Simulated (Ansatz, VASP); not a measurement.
# KBr in VASP and in Ansatz

The input INCAR:

```
SYSTEM = KBr
PREC     = Accurate       ! precision mode
ENCUT    = 520            ! plane-wave cutoff, eV
EDIFF    = 1E-6           ! SCF threshold, eV
ISMEAR   = 0              ! smearing method
SIGMA    = 0.05           ! smearing width, eV
LREAL    = .False.        ! projectors in reciprocal space
LASPH    = .True.         ! aspherical terms in the spheres
NELM     = 80             ! most SCF steps
ALGO     = Normal         ! electronic algorithm
ISIF     = 2              ! what is computed and relaxed
LWAVE    = .False.        ! write WAVECAR
LCHARG   = .False.        ! write CHGCAR
GGA      = PE             ! functional
NBANDS   = 15             ! bands
```

KPOINTS

```
Automatic mesh
0
Gamma
  6 6 6
  0 0 0
```

Contents of POSCAR:

```
KBr
1.0
    0.0000000000      3.2925000000      3.3418875000
    3.2925000000      0.0000000000      3.3418875000
    3.2925000000      3.2925000000      0.0000000000
K Br
1 1
Direct
    0.0000000000      0.0000000000      0.0000000000
    0.5000000000      0.5000000000      0.5000000000
```

Input for Ansatz:

```yaml
crystal:
  lattice:
    - [0.0, 3.2925, 3.3418875]
    - [3.2925, 0.0, 3.3418875]
    - [3.2925, 3.2925, 0.0]
  atoms:
    - { symbol: K, position: [0.0, 0.0, 0.0] }
    - { symbol: Br, position: [0.5, 0.5, 0.5] }
basis:
  ecutwfc: 420
kpoints:
  mp_grid: { grid: [6, 6, 6] }
hamiltonian:
  xc: pbe
scf:
  occupations: { method: gaussian, width: 0.05 }
output:
  forces: true
  stress: true
  eigenvalues: true
```

Change from the starting cell: strain +0.000 along x and y, +0.015 along z, atoms carried along.

Alike in both runs: task single point; functional PBE; k mesh 6 × 6 × 6; occupations gaussian, width 0.05 eV; no spin polarisation.

|  | VASP | Ansatz |
| --- | --- | --- |
| version | VASP 6.6.1 | Ansatz 0.2.0 |
| potentials or method | VASP PAW PBE potentials, release 64 (K_sv, Br) | scalar-relativistic, plane waves, PAW |
| plane-wave cutoff (eV) | 520 | 420 |
| valence electrons in the cell | 16 | 16 |

```tsv
	VASP	Ansatz	Ansatz less VASP
gap on the k mesh at the Fermi level (eV)	4.41	4.41	+0.001
least direct gap on the mesh (eV)	4.41	4.41	+0.001
pressure (GPa)	0.6	0.6	-0.04
largest component of the traceless stress (GPa)	0.31	0.30	-0.005
```
